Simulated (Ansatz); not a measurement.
# A strain series on SnO2 (fluorite): xy shear, engineering strain (angle)

SnO2 (fluorite), relaxed with r2SCAN in the plane-wave code Ansatz, then strained (xy shear, engineering strain (angle); angles, axes as in the cell below) with the atoms relaxed again within the symmetry that is left. Space group Fm-3m (No. 225), cubic; a = 5.067 Å in the conventional setting, 10.84 Å³ an atom. Sn is surrounded by 8 O at 2.19 Å; O is surrounded by 4 Sn at 2.19 Å. The cell comes from a prototype generator: it can be a known phase or a hypothetical one. Spin polarisation is off.

```yaml
crystal:
  lattice:
    - [0.00000, 2.53347, 2.53347]
    - [2.53347, 0.00000, 2.53347]
    - [2.53347, 2.53347, 0.00000]
  atoms:
    - { symbol: Sn, position: [0.00000, 0.00000, 0.00000] }
    - { symbol: O, position: [0.25000, 0.25000, 0.25000] }
    - { symbol: O, position: [0.75000, 0.75000, 0.75000] }
```

Gaps are the least over each mesh (r2SCAN 8×8×8 when unstrained) and the special points, which keep their unstrained names; stress is the change from the unstrained cell, compression positive.

```
strain (%)  gap, r2SCAN (eV)  edges, r2SCAN  xy stress, r2SCAN (GPa)  energy rise, r2SCAN (meV/atom)
      -3.0             0.851          W → Γ                    +0.52                             0.5
     -1.68             0.842          W → Γ                    +0.29                             0.2
     -1.48             0.841          W → Γ                    +0.25                             0.1
       0.0             0.838          W → Γ                     0.00                             0.0
```

**Question.** Estimate the row for a strain of -1.09 %.

**Answer.**
```
strain (%)  gap, r2SCAN (eV)  edges, r2SCAN  xy stress, r2SCAN (GPa)  energy rise, r2SCAN (meV/atom)
     -1.09             0.840          W → Γ                    +0.19                             0.1
```

No spin-orbit coupling is included; it can move band edges with weight on the heavy atoms by tenths of an eV.
